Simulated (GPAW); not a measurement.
# B/Au(110) in an electric field

Aim: the dipole that a field along the normal induces in B/Au(110).

Method: GPAW, PAW setups; slab in vacuum, relaxation, in the first sound run; inputs show where later runs differ, in GPAW 26.7.0.

This is a report of a sequence of runs, with most program output left out.

## (1) The structure

The cell holds 6 atoms: 5 Au and 1 B. Its edges and angles: a = 4.080 Å, b = 2.885 Å, c = 20.270 Å, α = 90.0°, β = 90.0°, γ = 90.0°. Vacuum lies along c.

## (2) Relaxation

Forces are removed first; all later runs use this geometry. The lowest 2 atoms are held at bulk positions and keep their forces.

Contents of run.py:

```python
import json
import numpy as np
from ase import Atoms
from ase.constraints import FixAtoms
from ase.optimize import BFGS
from gpaw import GPAW, PW

slab = Atoms(
    ['Au', 'Au', 'Au', 'Au', 'Au', 'B'],
    positions=[
        [0.00000, 0.00000, 7.00000],
        [2.04000, 1.44250, 8.44250],
        [0.00000, 0.00000, 9.88500],
        [2.04000, 1.44250, 11.32749],
        [0.00000, 0.00000, 12.76999],
        [2.04000, 1.44250, 13.26999]],
    cell=[[4.08, 0.0, 0.0], [0.0, 2.885, 0.0], [0.0, 0.0, 20.26999]],
    pbc=[True, True, False])

slab.calc = GPAW(mode=PW(500), xc='PBE', kpts={'size': (8, 11, 1), 'gamma': True},
                 occupations={'name': 'fermi-dirac', 'width': 0.1}, nbands='200%',
                 convergence={'density': 1e-05}, maxiter=200,
                 poissonsolver={'dipolelayer': 'xy'},
                 symmetry={'tolerance': 1e-3, 'extra_ids': [1, 1, 0, 0, 0, 0]}, txt='slab.txt')
result = {}
slab.set_constraint(FixAtoms([0, 1]))
path = []
opt = BFGS(slab, maxstep=0.2)
opt.attach(lambda: path.append((slab.get_potential_energy(), slab.positions.tolist(), slab.get_forces().tolist())))
result['relaxed'] = bool(opt.run(fmax=0.03, steps=40))
result['path'] = path
energy = slab.get_potential_energy()
fermi = slab.calc.get_fermi_level()
v = slab.calc.get_electrostatic_potential().mean((0, 1)) - fermi
n = slab.calc.get_pseudo_density().mean((0, 1))
L = slab.cell[2, 2]
z = np.arange(len(v)) * L / len(v)
low, high = slab.positions[:, 2].min(), slab.positions[:, 2].max()
below, above = np.interp([low - 4.8, high + 4.8], z, v)
slopes = [np.interp(x, z, np.gradient(v, z)) for x in (low - 4.8, high + 4.8)]
eps = np.array([[slab.calc.get_eigenvalues(k, s) for k in range(len(slab.calc.get_ibz_k_points()))]
                for s in range(slab.calc.get_number_of_spins())]) - fermi
top, bottom = eps[eps < 0].max(), eps[eps > 0].min()
dipole = slab.get_dipole_moment()[2]
print(f'energy {energy:.4f} eV, Fermi level {fermi:.4f} eV, dipole {dipole:.5f} e A')
print(f'potential 4.8 A off the faces, from the Fermi level: lower {below:.4f} eV, upper {above:.4f} eV')
print(f'slope of the potential there: lower {slopes[0]:.5f}, upper {slopes[1]:.5f} eV/A')
print(f'nearest levels on the mesh: {top:.4f} and {bottom:.4f} eV')
print('magnetic moment', round(slab.get_magnetic_moment(), 3))
result.update(energy=energy, fermi=fermi, dipole=dipole, below=below, above=above, slopes=slopes, edges=[top, bottom],
              z=z.tolist(), v=v.tolist(), n=n.tolist(), positions=slab.positions.tolist(),
              forces=slab.get_forces(apply_constraint=False).tolist(), moments=slab.get_magnetic_moments().tolist())
json.dump(result, open('result.json', 'w'))
```

Command:

```
$ OMP_NUM_THREADS=1 OPENBLAS_NUM_THREADS=1 python run.py
```

Wall time 81 min (1 thread of Arm Neoverse V1, shared host); peak memory 0.42 GiB.

The steps of the relaxation:

```tsv
step	energy less that of the first step (eV)	largest force (eV/Å)
1	0.0000	2.5316
2	-0.1590	1.8157
3	-0.3201	1.4713
4	-0.3967	1.2381
5	-0.4907	1.3735
6	-0.6112	1.7208
7	-0.7097	1.7061
8	-0.7932	1.1963
9	-0.8397	0.6761
10	-0.8494	0.6654
11	-0.8861	0.4744
12	-0.9132	0.3244
13	-0.9484	0.1671
14	-0.9599	0.1394
15	-0.9612	0.1409
16	-0.9617	0.1282
17	-0.9630	0.0718
18	-0.9637	0.0510
19	-0.9641	0.0199
```

The atoms that moved most (Å):

```tsv
atom	dx	dy	dz	length
Au5	0.000	0.000	1.103	1.103
B6	0.000	0.000	0.400	0.400
Au4	0.000	0.000	0.230	0.230
Au3	0.000	0.000	0.142	0.142
```

The relaxed structure:

```
Au B
1.0
     4.08000    0.00000    0.00000
     0.00000    2.88500    0.00000
     0.00000    0.00000   20.26999
Au B
5 1
Direct
  0.00000 0.00000 0.34534
  0.50000 0.50000 0.41650
  0.00000 0.00000 0.49465
  0.50000 0.50000 0.57016
  0.00000 0.00000 0.68441
  0.50000 0.50000 0.67440
```

Numbers from this step:

- dipole along the normal: -0.01465 e·Å
- levels nearest the Fermi level on the mesh: -0.006330, 0.06566 eV from the Fermi level
- upper work function: 5.323 eV
- lower work function: 5.101 eV

The electrostatic potential energy of an electron (without an applied field's), less the Fermi level, planar mean oscillates, so the rows of the table below give means over windows of 1.54 Å about each position, cut where the curve ends. Its maxima inside the range that stand out by 2 % of the span (Å: eV): 7.7: -5.82, 9.3: -4.17, 10.8: -5.07, 12.6: 1.20. Its minima: 7.0: -12.7, 8.4: -13.1, 10.0: -13.3, 11.6: -13.0, 13.8: -21.0.

Electrostatic potential energy of an electron (without an applied field's), less the Fermi level, planar mean against z; means over each step:

```tsv
z (Å)	electrostatic potential energy of an electron (without an applied field's), less the Fermi level, planar mean (eV)
0.77	5.11
2.31	5.10
3.85	5.09
5.39	4.20
6.93	-7.63
8.47	-8.92
10.01	-8.87
11.55	-8.22
13.09	-6.91
14.63	-3.94
16.17	5.18
17.71	5.32
19.25	5.32
```

Table of pseudo valence density, planar mean by z:

z (Å), pseudo valence density, planar mean (e/Å³) and a bar from the least value:
```
     0.00      0.000 
     0.58      0.000 
     1.16      0.000 
     1.54      0.000 
     2.12      0.000 
     2.70      0.000 
     3.28      0.000 
     3.86      0.000 
     4.25      0.001 
     4.83      0.004 
     5.41      0.020 #
     5.98      0.117 ####
     6.56      0.451 #################
     7.14      0.779 ##############################
     7.53      0.523 ####################
     8.11      0.640 ########################
     8.69      0.697 ###########################
     9.27      0.420 ################
     9.85      0.751 #############################
    10.23      0.734 ############################
    10.81      0.439 #################
    11.39      0.757 #############################
    11.97      0.476 ##################
    12.55      0.215 ########
    12.93      0.277 ###########
    13.51      0.670 #########################
    14.09      0.789 ##############################
    14.67      0.254 ##########
    15.25      0.048 ##
    15.83      0.009 
    16.22      0.003 
    16.80      0.001 
    17.37      0.000 
    17.95      0.000 
    18.53      0.000 
    18.92      0.000 
    19.50      0.000 
    20.08      0.000
```

The relaxation lowered the energy of the cell by 0.964 eV (energies extrapolated to zero smearing; the optimiser's log prints free energies). The largest force left on a free atom is 0.020 eV/Å.

## (3) The slab's potential

With the geometry fixed, the planar mean of the potential gives the vacuum level on each side.

This step: GPAW, PAW setups; slab in vacuum (GPAW 26.7.0).

Changes to run.py since step 2:

```diff
@@ -3,4 +3,2 @@
 from ase import Atoms
-from ase.constraints import FixAtoms
-from ase.optimize import BFGS
 from gpaw import GPAW, PW
@@ -12,6 +10,6 @@
         [2.04000, 1.44250, 8.44250],
-        [0.00000, 0.00000, 9.88500],
-        [2.04000, 1.44250, 11.32749],
-        [0.00000, 0.00000, 12.76999],
-        [2.04000, 1.44250, 13.26999]],
+        [0.00000, 0.00000, 10.02651],
+        [2.04000, 1.44250, 11.55704],
+        [0.00000, -0.00000, 13.87298],
+        [2.04000, 1.44250, 13.67009]],
     cell=[[4.08, 0.0, 0.0], [0.0, 2.885, 0.0], [0.0, 0.0, 20.26999]],
@@ -23,10 +21,4 @@
                  poissonsolver={'dipolelayer': 'xy'},
-                 symmetry={'tolerance': 1e-3, 'extra_ids': [1, 1, 0, 0, 0, 0]}, txt='slab.txt')
+                 symmetry={'tolerance': 1e-3}, txt='slab.txt')
 result = {}
-slab.set_constraint(FixAtoms([0, 1]))
-path = []
-opt = BFGS(slab, maxstep=0.2)
-opt.attach(lambda: path.append((slab.get_potential_energy(), slab.positions.tolist(), slab.get_forces().tolist())))
-result['relaxed'] = bool(opt.run(fmax=0.03, steps=40))
-result['path'] = path
 energy = slab.get_potential_energy()
```

Run time: 6.9 min. Hardware: 1 thread; peak memory 0.41 GiB.

Numbers from this step:

```yaml
dipole_along_the_normal: -0.01466 e·Å
levels_nearest_the_fermi_level_on_the_mesh: -0.006352, 0.06565 eV from the Fermi level
```

The electrostatic potential energy of an electron (without an applied field's), less the Fermi level, planar mean oscillates, so the rows of the table below give means over windows of 1.54 Å about each position, cut where the curve ends. Its maxima inside the range that stand out by 2 % of the span (Å: eV): 7.7: -5.82, 9.3: -4.17, 10.8: -5.07, 12.6: 1.20. Its minima: 7.0: -12.7, 8.4: -13.1, 10.0: -13.3, 11.6: -13.0, 13.8: -21.0.

Table of electrostatic potential energy of an electron (without an applied field's), less the Fermi level, planar mean by z; means over each step:

z (Å), electrostatic potential energy of an electron (without an applied field's), less the Fermi level, planar mean (eV) and a bar from the least value:
```
     0.77        5.1 ##############################
     2.31        5.1 ##############################
     3.85        5.1 ##############################
     5.39        4.2 ############################
     6.93       -7.6 ###
     8.47       -8.9 
    10.01       -8.9 
    11.55       -8.2 #
    13.09       -6.9 ####
    14.63       -3.9 ###########
    16.17        5.2 ##############################
    17.71        5.3 ##############################
    19.25        5.3 ##############################
```

The pseudo valence density, planar mean oscillates, so the rows of the table below give means over windows of 1.54 Å about each position, cut where the curve ends. Its maxima inside the range that stand out by 2 % of the span (Å: e/Å³): 6.9: 0.804, 8.5: 0.829, 10.0: 0.830, 11.6: 0.809, 13.9: 0.917. Its minima: 7.7: 0.488, 9.3: 0.420, 10.8: 0.439, 12.5: 0.215.

The pseudo valence density, planar mean by z; means over each step:

z (Å), pseudo valence density, planar mean (e/Å³) and a bar:
```
     2.31      0.000 
     3.85      0.001 
     5.39      0.043 ##
     6.93      0.557 ###########################
     8.47      0.614 ##############################
    10.01      0.601 #############################
    11.55      0.562 ###########################
    13.09      0.446 ######################
    14.63      0.368 ##################
    16.17      0.007 
    17.71      0.000
```

Force by atom:

```tsv
atom	x (eV/Å)	y (eV/Å)	z (eV/Å)	size
Au1	0.000	0.000	0.101	0.101
Au2	0.000	0.000	-0.108	0.108
Au3	0.000	0.000	0.003	0.003
Au4	0.000	0.000	0.020	0.020
Au5	0.000	0.000	-0.011	0.011
B6	0.000	0.000	-0.002	0.002
```

The potential is flat to 1.6e-4 eV/Å where it is read, so the vacuum is wide enough.

## (4) Field on

A uniform field along the normal polarises the slab; the atoms stay fixed, so this is the electronic response alone.

Changes to run.py since step 3:

```diff
@@ -4,2 +4,3 @@
 from gpaw import GPAW, PW
+from gpaw.external import ConstantElectricField
 
@@ -21,2 +22,3 @@
                  poissonsolver={'dipolelayer': 'xy'},
+                 external=ConstantElectricField(-0.2, [0, 0, 1]),
                  symmetry={'tolerance': 1e-3}, txt='slab.txt')
```

Run time: 7.4 min. Hardware: 1 thread; peak memory 0.55 GiB.

This step gave:

| Property | Result |
| --- | --- |
| dipole along the normal | -0.1373 e·Å |
| levels nearest the Fermi level on the mesh | -0.004164, 0.06956 eV from the Fermi level |
| potential below the slab, the applied field's own ramp left out | 4.217 eV from the Fermi level |
| potential above the slab, the applied field's own ramp left out | 6.326 eV from the Fermi level |

The electrostatic potential energy of an electron (without an applied field's), less the Fermi level, planar mean oscillates, so the rows of the table below give means over windows of 1.54 Å about each position, cut where the curve ends. Its maxima inside the range that stand out by 2 % of the span (Å: eV): 7.7: -6.29, 9.3: -4.35, 10.8: -4.94, 12.6: 1.70, 19.8: 6.33. Its minima: 7.0: -13.3, 8.4: -13.5, 10.0: -13.3, 11.6: -12.7, 13.8: -20.3.

Electrostatic potential energy of an electron (without an applied field's), less the Fermi level, planar mean against z; means over each step:

```tsv
z (Å)	electrostatic potential energy of an electron (without an applied field's), less the Fermi level, planar mean (eV)
0.77	4.35
2.31	4.22
3.85	4.21
5.39	3.35
6.93	-8.27
8.47	-9.25
10.01	-8.89
11.55	-7.94
13.09	-6.32
14.63	-3.06
16.17	6.17
17.71	6.32
19.25	6.31
```

Force by atom:

```tsv
atom	x (eV/Å)	y (eV/Å)	z (eV/Å)	size
Au1	0.000	0.000	0.100	0.100
Au2	0.000	0.000	-0.110	0.110
Au3	0.000	0.000	-0.002	0.002
Au4	0.000	0.000	0.021	0.021
Au5	0.000	0.000	-0.010	0.010
B6	0.000	0.000	-0.002	0.002
```

The dipole is now -0.137 e Å, against -0.015 in the run without a field.

## (5) Field on

Changes to run.py since step 4:

```diff
@@ -22,3 +22,3 @@
                  poissonsolver={'dipolelayer': 'xy'},
-                 external=ConstantElectricField(-0.2, [0, 0, 1]),
+                 external=ConstantElectricField(-0.1, [0, 0, 1]),
                  symmetry={'tolerance': 1e-3}, txt='slab.txt')
```

The job ended after 8.9 min (1 thread; peak memory 0.56 GiB).

This step gave:

```yaml
dipole_along_the_normal: -0.07591 e·Å
levels_nearest_the_fermi_level_on_the_mesh: -0.005269, 0.06761 eV from the Fermi level
potential_below_the_slab_the_applied_field_s_own_ramp_left_out: 4.658 eV from the Fermi level
potential_above_the_slab_the_applied_field_s_own_ramp_left_out: 5.824 eV from the Fermi level
```

The electrostatic potential energy of an electron (without an applied field's), less the Fermi level, planar mean oscillates, so the rows of the table below give means over windows of 1.54 Å about each position, cut where the curve ends. Its maxima inside the range that stand out by 2 % of the span (Å: eV): 7.7: -6.06, 9.3: -4.26, 10.8: -5.00, 12.6: 1.45. Its minima: 7.0: -13.0, 8.4: -13.3, 10.0: -13.3, 11.6: -12.8, 13.8: -20.7.

Table of electrostatic potential energy of an electron (without an applied field's), less the Fermi level, planar mean by z; means over each step:

z (Å), electrostatic potential energy of an electron (without an applied field's), less the Fermi level, planar mean (eV) and a bar from the least value:
```
     0.77        4.7 ############################
     2.31        4.7 ############################
     3.85        4.6 ############################
     5.39        3.8 ##########################
     6.93       -8.0 ##
     8.47       -9.1 
    10.01       -8.9 
    11.55       -8.1 ##
    13.09       -6.6 #####
    14.63       -3.5 ###########
    16.17        5.7 ##############################
    17.71        5.8 ##############################
    19.25        5.8 ##############################
```

Force by atom:

```tsv
atom	x (eV/Å)	y (eV/Å)	z (eV/Å)	size
Au1	0.000	0.000	0.101	0.101
Au2	0.000	0.000	-0.109	0.109
Au3	0.000	0.000	0.001	0.001
Au4	0.000	0.000	0.021	0.021
Au5	0.000	0.000	-0.011	0.011
B6	0.000	0.000	-0.002	0.002
```

The dipole is now -0.0759 e Å, against -0.015 in the run without a field.

## (6) Field on

Changes to run.py since step 5:

```diff
@@ -22,3 +22,3 @@
                  poissonsolver={'dipolelayer': 'xy'},
-                 external=ConstantElectricField(-0.1, [0, 0, 1]),
+                 external=ConstantElectricField(-0.05, [0, 0, 1]),
                  symmetry={'tolerance': 1e-3}, txt='slab.txt')
```

Wall time 8.9 min (1 thread); peak memory 0.56 GiB.

The electrostatic potential energy of an electron (without an applied field's), less the Fermi level, planar mean oscillates, so the rows of the table below give means over windows of 1.54 Å about each position, cut where the curve ends. Its maxima inside the range that stand out by 2 % of the span (Å: eV): 7.7: -5.94, 9.3: -4.22, 10.8: -5.04, 12.6: 1.32. Its minima: 7.0: -12.8, 8.4: -13.2, 10.0: -13.3, 11.6: -12.9, 13.8: -20.8.

Table of electrostatic potential energy of an electron (without an applied field's), less the Fermi level, planar mean by z; means over each step:

```tsv
z (Å)	electrostatic potential energy of an electron (without an applied field's), less the Fermi level, planar mean (eV)
0.77	4.92
2.31	4.88
3.85	4.87
5.39	3.99
6.93	-7.79
8.47	-9.00
10.01	-8.87
11.55	-8.15
13.09	-6.76
14.63	-3.72
16.17	5.43
17.71	5.57
19.25	5.57
```

## (7) Field on

Changes to run.py since step 6:

```diff
@@ -22,3 +22,3 @@
                  poissonsolver={'dipolelayer': 'xy'},
-                 external=ConstantElectricField(-0.05, [0, 0, 1]),
+                 external=ConstantElectricField(0.05, [0, 0, 1]),
                  symmetry={'tolerance': 1e-3}, txt='slab.txt')
```

It took 8.2 min on 1 thread; peak memory 0.56 GiB.

The electrostatic potential energy of an electron (without an applied field's), less the Fermi level, planar mean oscillates, so the rows of the table below give means over windows of 1.54 Å about each position, cut where the curve ends. Its maxima inside the range that stand out by 2 % of the span (Å: eV): 7.7: -5.70, 9.3: -4.13, 10.8: -5.11, 12.6: 1.07. Its minima: 7.0: -12.5, 8.4: -13.1, 10.0: -13.3, 11.6: -13.1, 13.8: -21.2.

Table of electrostatic potential energy of an electron (without an applied field's), less the Fermi level, planar mean by z; means over each step:

```tsv
z (Å)	electrostatic potential energy of an electron (without an applied field's), less the Fermi level, planar mean (eV)
0.77	5.31
2.31	5.32
3.85	5.31
5.39	4.41
6.93	-7.48
8.47	-8.84
10.01	-8.86
11.55	-8.29
13.09	-7.06
14.63	-4.15
16.17	4.93
17.71	5.07
19.25	5.08
```

## (8) Field on

Changes to run.py since step 7:

```diff
@@ -22,3 +22,3 @@
                  poissonsolver={'dipolelayer': 'xy'},
-                 external=ConstantElectricField(0.05, [0, 0, 1]),
+                 external=ConstantElectricField(0.1, [0, 0, 1]),
                  symmetry={'tolerance': 1e-3}, txt='slab.txt')
```

Wall time 7.5 min (1 thread); peak memory 0.56 GiB.

(Continued in part 2 of 2.)

[Logs are printed without paths, hosts, clocks, repeated set-up lines and the standing remarks that a program may print on its own settings, such as how far it seeks lower states.]

[Hosts, paths, dates, database ids (printed as entryN), source tags and the programs' standing remarks are cut or masked in the printed files.]
